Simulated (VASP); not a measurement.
The system is Pd.

```
CELL_PARAMETERS angstrom
2.78367 0.00000 0.00000
-1.39183 2.41072 0.00000
0.00000 0.00000 4.62889
ATOMIC_POSITIONS crystal
Pd 0.33333 0.66667 0.25000
Pd 0.66667 0.33333 0.75000
```

This isn't the form of Pd at room conditions, which is fcc.

```yaml
Program: VASP 6.6.1
Task: relaxation of cell and atoms
Functional: PBEsol
Potentials_or_basis: VASP PAW PBE potentials, release 64 (Pd)
Cutoff: 600 eV
k_mesh: 10 × 10 × 6
Occupations: fermi-dirac, width 0.05 eV
Spin: no spin polarisation
```

At the start: pressure -10.4 GPa; volume 15.53 Å³/atom.

Problem. Where does the relaxation end?

Solution. Over 10 steps the energy falls by 33.0 meV/atom and the volume is 14.61 Å³/atom (-5.9 %); space group P6_3/mmc (No. 194, to 0.05 Å).

The path:
| step | energy change (eV) | largest force (eV/Å) | pressure (GPa) | volume (Å³) |
| --- | --- | --- | --- | --- |
| 1 | 0.0000 | 0.0000 | -10.44 | 31.06 |
| 2 | 0.0954 | 0.0000 | 22.91 | 26.73 |
| 3 | -0.0655 | 0.0000 | -0.15 | 29.25 |
| 4 | -0.0655 | 0.0000 | 0.03 | 29.21 |
| 5 | -0.0655 | 0.0000 | 0.28 | 29.17 |
| 6 | -0.0660 | 0.0000 | 0.27 | 29.18 |
| 7 | -0.0660 | 0.0000 | 0.28 | 29.18 |
| 8 | -0.0660 | 0.0000 | 0.28 | 29.18 |
| 9 | -0.0660 | 0.0000 | -0.44 | 29.28 |
| 10 | -0.0660 | 0.0000 | 0.01 | 29.21 |

Final structure:
```
Pd
1.0
     2.71802    0.00000    0.00000
    -1.35901    2.35387    0.00000
     0.00000    0.00000    4.56633
Pd
2
Direct
  0.33333 0.66667 0.25000
  0.66667 0.33333 0.75000
```

Caveat: the PAW data sets were made with another functional, which shifts forces and pressure a little.
